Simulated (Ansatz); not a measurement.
CoPdO2:

```xyz
4
Lattice="1.4317 0.8266 5.9578 -1.4317 0.8266 5.9578 0.0000 -1.6532 5.9578" Properties=species:S:1:pos:R:3 pbc="T T T"
Pd    0.0000    0.0000    0.0000
Co    0.0000    0.0000    8.9367
O     0.0000    0.0000    2.0103
O     0.0000    0.0000   15.8630
```

The cell is a database's computed one.

Base run:

```yaml
Program: Ansatz 0.2.0
Functional: PBE
Potentials_or_basis: Ansatz PAW
Cutoff: "420 eV (not typed: the program's choice for these potentials)"
k_mesh: 9 × 9 × 9
Occupations: fermi-dirac, width 0.05 eV
Spin: collinear spin, ferromagnetic start
Starting_moments: "[0.0, 2.0, 0.0, 0.0] μB"
Fixed_moment: 2 μB
```

Its results: pressure 8.9 GPa; site moments Pd +0.23; Co +1.42; O +0.09 μB; largest force 0.553 eV/Å.

Task: The run is repeated on the same cell with these changes: fixed moment from 2 μB to 3 μB; moments at the start from [0.0, 2.0, 0.0, 0.0] to [0.0, 3.0, 0.0, 0.0]. What comes out?

Result: Pressure 14.6 GPa; site moments Pd +0.23; Co +2.13; O +0.20 μB; largest force 1.551 eV/Å.

Caveats: the total moment is fixed, so each spin has its own Fermi level; a cell with one magnetic atom can't hold antiferromagnetic order, which such compounds often take; the thresholds are loose for stress; forces of over 1 eV/Å show positions far from the minimum, so gaps and moduli don't describe the material at rest (some runs).
